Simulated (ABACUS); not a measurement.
A run of ABACUS 3.10.1:

INPUT

```
INPUT_PARAMETERS
suffix              Cr
calculation         cell-relax
basis_type          pw
pseudo_dir          ./
symmetry            1
dft_functional      pbe
ecutwfc             95
pseudo_rcut         7
nspin               2
nbands              21
ks_solver           dav
smearing_method     fd
smearing_sigma      0.00367493
scf_thr             1e-08
scf_nmax            100
mixing_type         broyden
mixing_beta         0.4
cal_force           1
cal_stress          1
relax_nmax          60
force_thr_ev        0.005
relax_method        cg
out_stru            1
stress_thr          1
fixed_axes          volume
kpar                4
```

STRU

```
ATOMIC_SPECIES
Cr 51.9961 Cr.upf

LATTICE_CONSTANT
1.8897261246

LATTICE_VECTORS
2.7140000000 0.0000000000 0.0000000000
-1.3570000000 2.3503929459 0.0000000000
0.0000000000 0.0000000000 4.4100000000

ATOMIC_POSITIONS
Direct

Cr
0.0
2
0.6666666667 0.3333333333 0.7500000000 1 1 1 mag 3
0.3333333333 0.6666666667 0.2500000000 1 1 1 mag 3
```

Contents of KPT:

```
K_POINTS
0
Gamma
8 8 4 0 0 0
```

Potentials or basis: PseudoDojo NC SR 0.4.1 PBE standard, plane waves.

Run with:

```console
$ OMP_NUM_THREADS=1 mpirun -np 4 abacus > log
```

Hardware: 4 MPI ranks on Intel(R) Xeon(R) 6975P-C (Granite Rapids), on a shared host.

Estimate the wall time of this run.

Wall time 56 s on 4 MPI ranks on Intel(R) Xeon(R) 6975P-C (Granite Rapids), with other jobs on the host, peak memory 0.44 GiB a rank. Counts: scf iterations 75, k points 30, bands 21, ion steps 9, ranks 4.
